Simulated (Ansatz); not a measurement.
## Nudged elastic band run: Ge$_{8}$H$_{3}$N

Input:

```yaml
crystal:
  lattice:
    - [8.004449, 0.0, 0.0]
    - [4.002224, 6.932056, 0.0]
    - [0.0, 0.0, 18.174753]
  atoms:
    - { symbol: H, position: [0.1666667, 0.1666667, 0.0550214] }
    - { symbol: H, position: [0.6666667, 0.1666667, 0.0550214] }
    - { symbol: H, position: [0.1666667, 0.6666667, 0.0550214] }
    - { symbol: H, position: [0.6666667, 0.6666667, 0.0550214] }
    - { symbol: Ge, position: [0.1666667, 0.1666667, 0.1403045] }
    - { symbol: Ge, position: [0.6666667, 0.1666667, 0.1403045] }
    - { symbol: Ge, position: [0.1666667, 0.6666667, 0.1403045] }
    - { symbol: Ge, position: [0.6666667, 0.6666667, 0.1403045] }
    - { symbol: Ge, position: [-0.16713751, 0.33297981, 0.18478002] }
    - { symbol: Ge, position: [0.33224123, 0.3339401, 0.18182921] }
    - { symbol: Ge, position: [-0.17166282, 0.83582817, 0.1871593] }
    - { symbol: Ge, position: [0.33172419, 0.83347572, 0.18373188] }
    - { symbol: Ge, position: [-0.14346188, 0.30755972, 0.3181148] }
    - { symbol: Ge, position: [0.34988999, 0.32880172, 0.31515946] }
    - { symbol: Ge, position: [-0.11967592, 0.82390504, 0.32340312] }
    - { symbol: Ge, position: [0.33117866, 0.83131764, 0.31815172] }
    - { symbol: Ge, position: [0.01763579, 0.00038355, 0.39117589] }
    - { symbol: Ge, position: [0.5309042, -0.02064514, 0.32354108] }
    - { symbol: Ge, position: [0.01416801, 0.48477992, 0.35847138] }
    - { symbol: Ge, position: [0.51765878, 0.49421942, 0.3580117] }
    - { symbol: H, position: [0.02467907, 0.48033659, 0.44389122] }
    - { symbol: H, position: [0.50459754, 0.49348301, 0.4432804] }
    - { symbol: "N", position: [0.5733326, 0.06980112, 0.55687153] }
    - { symbol: "N", position: [0.52443221, 0.03281818, 0.50603831] }
basis:
  ecutwfc: 420.0
kpoints:
  mp_grid: { grid: [2, 2, 1] }
hamiltonian:
  xc: pbesol
  pseudopotentials: { kind: paw, azcp: { folder: soft_1 } }
scf:
  occupations: { method: gaussian, width: 0.05 }
  lower_state_search: "off"
neb:
  images: 7
  f_tol: 0.03
  initial_path: idpp
  max_iterations: 42
  spring: 2.0
  constraints: [{ sites: [0, 1, 2, 3, 4, 5, 6, 7] }]
  final_atoms:
    - { symbol: H, position: [0.16666667, 0.16666667, 0.05502138] }
    - { symbol: H, position: [0.66666666, 0.16666667, 0.05502138] }
    - { symbol: H, position: [0.16666669, 0.66666666, 0.05502138] }
    - { symbol: H, position: [0.66666668, 0.66666666, 0.05502138] }
    - { symbol: Ge, position: [0.16666667, 0.16666667, 0.14030452] }
    - { symbol: Ge, position: [0.66666666, 0.16666667, 0.14030452] }
    - { symbol: Ge, position: [0.16666669, 0.66666666, 0.14030452] }
    - { symbol: Ge, position: [0.66666668, 0.66666666, 0.14030452] }
    - { symbol: Ge, position: [-0.16769864, 0.33386536, 0.18183543] }
    - { symbol: Ge, position: [0.33281217, 0.33304474, 0.18479395] }
    - { symbol: Ge, position: [-0.16818135, 0.83344298, 0.18376488] }
    - { symbol: Ge, position: [0.328541, 0.83566193, 0.18715051] }
    - { symbol: Ge, position: [-0.15029053, 0.32879788, 0.31518453] }
    - { symbol: Ge, position: [0.35639681, 0.30740565, 0.31815829] }
    - { symbol: Ge, position: [-0.16916633, 0.83149346, 0.31820217] }
    - { symbol: Ge, position: [0.38027537, 0.82391508, 0.32334028] }
    - { symbol: Ge, position: [0.03094452, -0.02083812, 0.32309799] }
    - { symbol: Ge, position: [0.51731684, 0.0003625, 0.39128691] }
    - { symbol: Ge, position: [0.01740943, 0.49435827, 0.35798732] }
    - { symbol: Ge, position: [0.51397801, 0.48475459, 0.35845658] }
    - { symbol: H, position: [0.00440408, 0.49344696, 0.4432483] }
    - { symbol: H, position: [0.52483678, 0.48012522, 0.44386951] }
    - { symbol: "N", position: [1.05176113, 0.08299688, 0.55759115] }
    - { symbol: "N", position: [1.01530315, 0.03771935, 0.50573788] }
  order_check: true
```

Run as:

```bash
$ ansatz run input.yaml --threads 4 --pin off --max-ram 10240MiB --backend cpu --events-out ev --progress --plain --runs-dir out
```

Output, in part (warnings, iteration lines):

```
NEB end point (image 0): max|allowed force component| = 8.916e-3 eV/Å (the criterion of neb.relax_end_points is 1.000e-2)
NEB end point (image 8): max|allowed force component| = 2.321e-2 eV/Å (the criterion of neb.relax_end_points is 1.000e-2)
NEB iter   1: max|band force component| = 9.132e-1 eV/Å  barrier→ = 0.7213 eV  barrier← = 0.7214 eV  Δτ_max = 0.2000 Å  (119 SCF iters)
NEB iter   2: max|band force component| = 7.592e-1 eV/Å  barrier→ = 0.6126 eV  barrier← = 0.6127 eV  Δτ_max = 0.2000 Å  (73 SCF iters)
NEB iter   3: max|band force component| = 5.070e-1 eV/Å  barrier→ = 0.5480 eV  barrier← = 0.5481 eV  Δτ_max = 0.2000 Å  (64 SCF iters)
NEB iter   4: max|band force component| = 6.018e-1 eV/Å  barrier→ = 0.4070 eV  barrier← = 0.4071 eV  CI = image 4  Δτ_max = 0.2000 Å  (64 SCF iters)
NEB iter   5: max|band force component| = 4.770e-1 eV/Å  barrier→ = 0.4134 eV  barrier← = 0.4135 eV  CI = image 4  Δτ_max = 0.1974 Å  (64 SCF iters)
NEB iter   6: max|band force component| = 2.482e-1 eV/Å  barrier→ = 0.4073 eV  barrier← = 0.4074 eV  CI = image 4  Δτ_max = 0.2000 Å  (60 SCF iters)
NEB iter   7: max|band force component| = 1.421e-1 eV/Å  barrier→ = 0.4180 eV  barrier← = 0.4181 eV  CI = image 4  Δτ_max = 0.0887 Å  (63 SCF iters)
NEB iter   8: max|band force component| = 7.739e-2 eV/Å  barrier→ = 0.4141 eV  barrier← = 0.4142 eV  CI = image 4  Δτ_max = 0.0542 Å  (57 SCF iters)
NEB iter   9: max|band force component| = 2.890e-2 eV/Å  barrier→ = 0.4119 eV  barrier← = 0.4120 eV  CI = image 4  Δτ_max = 0.0227 Å  (55 SCF iters)
NEB iter  10: max|band force component| = 3.291e-2 eV/Å  barrier→ = 0.4116 eV  barrier← = 0.4117 eV  CI = image 4  Δτ_max = 0.0331 Å  (10 SCF iters)
NEB iter  11: max|band force component| = 4.500e-2 eV/Å  barrier→ = 0.4114 eV  barrier← = 0.4115 eV  CI = image 4  Δτ_max = 0.0165 Å  (49 SCF iters)
NEB iter  12: max|band force component| = 4.114e-2 eV/Å  barrier→ = 0.4113 eV  barrier← = 0.4114 eV  CI = image 4  Δτ_max = 0.0165 Å  (46 SCF iters)
NEB iter  13: max|band force component| = 2.458e-2 eV/Å  barrier→ = 0.4111 eV  barrier← = 0.4112 eV  CI = image 4  CI's point: of a kind that is not told: the force calls were inconclusive, a negative curvature could not be distinguished from the path's own, the only one lies far off the path, or fixed occupations may fill a level only in part  Δτ_max = 0.0000 Å  (553 SCF iters)
```

The forces met the threshold. The band force fell under the threshold earlier too, but the program's further tests of the path sent the band on. By the program's own check the climbing image is of a kind that is not told: the force calls were inconclusive, a negative curvature could not be distinguished from the path's own, the only one lies far off the path, or fixed occupations may fill a level only in part (lowest curvatures found: -2.13 and 0.09 eV/Å²). Limits of this set-up: coarse k mesh, thin slab, slab without dipole correction, no dispersion correction for a molecule that may bind weakly, PAW files made for another functional, a typed lattice constant that wasn't relaxed here.

Final band:

| image | path coordinate (Å) | energy (eV) |
| --- | --- | --- |
| 0 | 0.00 | 0.00 |
| 1 | 0.79 | 0.00 |
| 2 | 1.58 | 0.01 |
| 3 | 2.38 | 0.12 |
| 4 | 3.17 | 0.41 |
| 5 | 4.31 | 0.03 |
| 6 | 5.46 | 0.00 |
| 7 | 6.60 | 0.00 |
| 8 | 7.74 | 0.00 |

Run time: 23 min on 4 threads of Intel(R) Xeon(R) Platinum 8175M CPU @ 2.50GHz (Skylake/Cascade Lake) (shared host), peak memory 5.1 GiB.
